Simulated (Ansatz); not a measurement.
I need a single point of MgO, space group Pm-3n. Use Ansatz's Python interface. Use: LDA, PAW, cutoff 470 eV, 3×3×3 k-points, fixed occupations.

```
Mg O
1.0
     5.64058    0.00000    0.00000
     0.00000    5.64058    0.00000
     0.00000    0.00000    5.64058
Mg O
6 6
Direct
  0.25000 0.00000 0.50000
  0.00000 0.50000 0.25000
  0.50000 0.75000 0.00000
  0.75000 0.00000 0.50000
  0.00000 0.50000 0.75000
  0.50000 0.25000 0.00000
  0.25000 0.50000 0.00000
  0.50000 0.00000 0.25000
  0.00000 0.75000 0.50000
  0.75000 0.50000 0.00000
  0.50000 0.00000 0.75000
  0.00000 0.25000 0.50000
```

`mgo.py`:
```python
"""Self-consistent field of MgO at the given structure."""

from pathlib import Path
import warnings

import ansatz as az
from ase import Atoms
import numpy as np

warnings.simplefilter("ignore", az.DeckWarning)

atoms = Atoms(
    ["Mg", "Mg", "Mg", "Mg", "Mg", "Mg", "O", "O", "O", "O", "O", "O"],
    scaled_positions=[
        (0.25, 0.0, 0.5),
        (0.0, 0.5, 0.25),
        (0.5, 0.75, 0.0),
        (0.75, 0.0, 0.5),
        (0.0, 0.5, 0.75),
        (0.5, 0.25, 0.0),
        (0.25, 0.5, 0.0),
        (0.5, 0.0, 0.25),
        (0.0, 0.75, 0.5),
        (0.75, 0.5, 0.0),
        (0.5, 0.0, 0.75),
        (0.0, 0.25, 0.5),
    ],
    cell=[
        (5.640578, 0.0, 0.0),
        (0.0, 5.640578, 0.0),
        (0.0, 0.0, 5.640578),
    ],
    pbc=True,
)
cell = az.Crystal.from_ase(atoms)

# the calculation
model = (
    cell.calculation()
    .functional("lda")
    .basis(470)
    .kpoints(spacing=0.52)
    .occupations(az.OccupationsMethod.FIXED)
    .scf(max_iterations=200, self_checks="high")
    .density()
    .potential()
    .electron_localization_function()
    .output_files(volumetric_format="npy")
    .density_of_states(energy_step=0.05, method="smearing", broadening_width=0.2, projected=True)
)
def show(event):
    row = event["data"]
    if event["event"] == "scf_iter" and row.get("harris_foulkes_ev") is not None:
        print(f"  iteration {row['iter']:3d}  Harris-Foulkes {row['harris_foulkes_ev']:.5f} eV  residual {row['dr2_ev']:.2e}")


result = model.session().plan().execute(on_event=show)
r = result.report

n_atoms = len(r["lattice"]["sites"])
print("F =", round(r["free_energy_ev"], 4), "eV for", n_atoms, "atoms")
print("E(sigma -> 0) =", round(r["energy_sigma0_ev"], 4), "eV, TS =", round(r["entropy_ts_ev"], 5), "eV")
print("closed by", r["closed_by"], "after", r["n_iterations"], "iterations")

folder = Path(result.write_results("fields"))
print("densities in e/A^3, potentials in eV, ELF without unit")
for name in sorted(p.name for p in folder.glob("*.npy")):
    field = np.load(folder / name)
    print(f"{name:16s} {str(field.shape):16s} min {field.min():10.4f}  mean {field.mean():10.4f}  max {field.max():10.4f}")

dos = result.density_of_states()
energy = np.asarray(dos.energies_ev) - dos.fermi_ev
projected = result.projected_density_of_states()
# electrons in each projected shell, from the curves below the Fermi level
step = energy[1] - energy[0]
for index, site in enumerate(projected.sites):
    for shell in site.shells:
        curve = sum(np.sum(part.g_bin_mean_per_ev, axis=0) for part in shell.curves)
        print(f"site {index} {site.species:2s} {shell.label:3s} filled {curve[energy <= 0].sum() * step:7.3f}  at E_F {np.interp(0, energy, curve):7.3f} /eV")

print(model.to_yaml())
```

```console
$ python mgo.py
  iteration   1  Harris-Foulkes -14757.52720 eV  residual 3.13e-01
  iteration   2  Harris-Foulkes -14757.43185 eV  residual 1.42e-02
  iteration   3  Harris-Foulkes -14757.42565 eV  residual 3.86e-03
  iteration   4  Harris-Foulkes -14757.42469 eV  residual 8.20e-04
  iteration   5  Harris-Foulkes -14757.42440 eV  residual 4.73e-05
  iteration   6  Harris-Foulkes -14757.42441 eV  residual 1.57e-06
  iteration   7  Harris-Foulkes -14757.42441 eV  residual 3.64e-08
F = -14757.4244 eV for 12 atoms
E(sigma -> 0) = -14757.4244 eV, TS = 0.0 eV
closed by deck_thresholds after 7 iterations
densities in e/A^3, potentials in eV, ELF without unit
elf.npy          (40, 40, 40)     min     0.0018  mean     0.2454  max     0.8392
rho.npy          (40, 40, 40)     min     0.0023  mean     0.5349  max    31.3456
v_es.npy         (40, 40, 40)     min   -93.7216  mean     1.7585  max     8.5993
v_tot.npy        (40, 40, 40)     min  -112.3688  mean    -6.8787  max     5.5953
site 0 Mg 2S  filled   1.997  at E_F   0.000 /eV
site 0 Mg 3S  filled   0.467  at E_F   0.000 /eV
site 0 Mg 2P  filled   6.000  at E_F   0.000 /eV
site 1 Mg 2S  filled   1.997  at E_F   0.000 /eV
site 1 Mg 3S  filled   0.467  at E_F   0.000 /eV
site 1 Mg 2P  filled   6.000  at E_F   0.000 /eV
site 2 Mg 2S  filled   1.997  at E_F   0.000 /eV
site 2 Mg 3S  filled   0.467  at E_F   0.000 /eV
site 2 Mg 2P  filled   6.000  at E_F   0.000 /eV
site 3 Mg 2S  filled   1.997  at E_F   0.000 /eV
site 3 Mg 3S  filled   0.467  at E_F   0.000 /eV
site 3 Mg 2P  filled   6.000  at E_F   0.000 /eV
site 4 Mg 2S  filled   1.997  at E_F   0.000 /eV
site 4 Mg 3S  filled   0.467  at E_F   0.000 /eV
site 4 Mg 2P  filled   6.000  at E_F   0.000 /eV
site 5 Mg 2S  filled   1.997  at E_F   0.000 /eV
site 5 Mg 3S  filled   0.467  at E_F   0.000 /eV
site 5 Mg 2P  filled   6.000  at E_F   0.000 /eV
site 6 O  2S  filled   1.849  at E_F   0.000 /eV
site 6 O  2P  filled   5.350  at E_F   0.925 /eV
site 7 O  2S  filled   1.849  at E_F   0.000 /eV
site 7 O  2P  filled   5.350  at E_F   0.925 /eV
site 8 O  2S  filled   1.849  at E_F   0.000 /eV
site 8 O  2P  filled   5.350  at E_F   0.925 /eV
site 9 O  2S  filled   1.849  at E_F   0.000 /eV
site 9 O  2P  filled   5.350  at E_F   0.925 /eV
site 10 O  2S  filled   1.849  at E_F   0.000 /eV
site 10 O  2P  filled   5.350  at E_F   0.925 /eV
site 11 O  2S  filled   1.849  at E_F   0.000 /eV
site 11 O  2P  filled   5.350  at E_F   0.925 /eV
crystal:
  lattice:
    - [5.640578, 0.0, 0.0]
    - [0.0, 5.640578, 0.0]
    - [0.0, 0.0, 5.640578]
  atoms:
    - { symbol: Mg, position: [0.25, 0.0, 0.5] }
    - { symbol: Mg, position: [0.0, 0.5, 0.25] }
    - { symbol: Mg, position: [0.5, 0.7500000000000001, 0.0] }
    - { symbol: Mg, position: [0.7500000000000001, 0.0, 0.5] }
    - { symbol: Mg, position: [0.0, 0.5, 0.7500000000000001] }
    - { symbol: Mg, position: [0.5, 0.25, 0.0] }
    - { symbol: O, position: [0.25, 0.5, 0.0] }
    - { symbol: O, position: [0.5, 0.0, 0.25] }
    - { symbol: O, position: [0.0, 0.7500000000000001, 0.5] }
    - { symbol: O, position: [0.7500000000000001, 0.5, 0.0] }
    - { symbol: O, position: [0.5, 0.0, 0.7500000000000001] }
    - { symbol: O, position: [0.0, 0.25, 0.5] }
basis:
  ecutwfc: 470.0
kpoints:
  mp_grid:
    kspacing: 0.52
hamiltonian:
  xc: lda
scf:
  max_iter: 200
  self_checks: high
  occupations:
    method: fixed
output:
  write_density: true
  write_potential: true
  volumetric_format: npy
  elf: true
  dos:
    de: 0.05
    method:
      smearing:
        sigma: 0.2
    projected: true
```

What to keep in mind:
- These settings explore the input space; cutoff and mesh may be short of convergence.
- Along an axis with an odd division the mesh misses the point at one half; a gap read on a finite mesh is an upper bound on this functional's gap.
- Semilocal gaps usually lie well under measured ones.
- The Fermi level of a run with fixed occupations marks the highest occupied state on its mesh, not mid-gap.
- Projections exist only for the shells that the potentials hold, some of them semicore, and samples at single energies can miss narrow peaks.
- The crystal has a gap of about 2.73 eV on the mesh; any density of states at or just above the Fermi level is the tail of the broadening.
- The fields are valence quantities on the plane-wave grid; their values near the nuclei depend on the potentials.
- This cell is a computed structure, which may not be the phase found in nature.
- The density of states is complete only as far up as bands were computed.
- Wall time of the script: 3.1 s on 1 thread of Arm Neoverse V2 (shared host), peak memory 0.44 GiB.

(Lines on the test bed's own set-up are left out of the output.)
